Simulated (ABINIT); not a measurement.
Crystal: Te2Pt (Moncheite).

```
CELL_PARAMETERS angstrom
4.01000 0.00000 0.00000
-2.00500 3.47276 0.00000
0.00000 0.00000 5.20100
ATOMIC_POSITIONS crystal
Pt 0.00000 0.00000 0.00000
Te 0.66667 0.33333 0.75000
Te 0.33333 0.66667 0.25000
```

Base run:

```yaml
Program: ABINIT 10.8.3 (patched build)
Functional: r2SCAN
Potentials_or_basis: JTH PAW PBE v2.0
Cutoff: 517 eV
k_mesh: 6 × 6 × 4
Occupations: fermi-dirac, width 0.05 eV
Spin: no spin polarisation
```

Its results: band gap on the k mesh none (metal or under the smearing width); pressure 8.1 GPa; largest force 1.090 eV/Å.

Q: The run is repeated on the same cell with these changes: k mesh from 6 × 6 × 4 to 3 × 3 × 2. What comes out?

A: Band gap on the k mesh none (metal or under the smearing width); pressure 8.7 GPa; largest force 0.778 eV/Å.

Caveats: some runs use coarse meshes; the PAW data sets were made with another functional, which shifts forces and pressure a little.
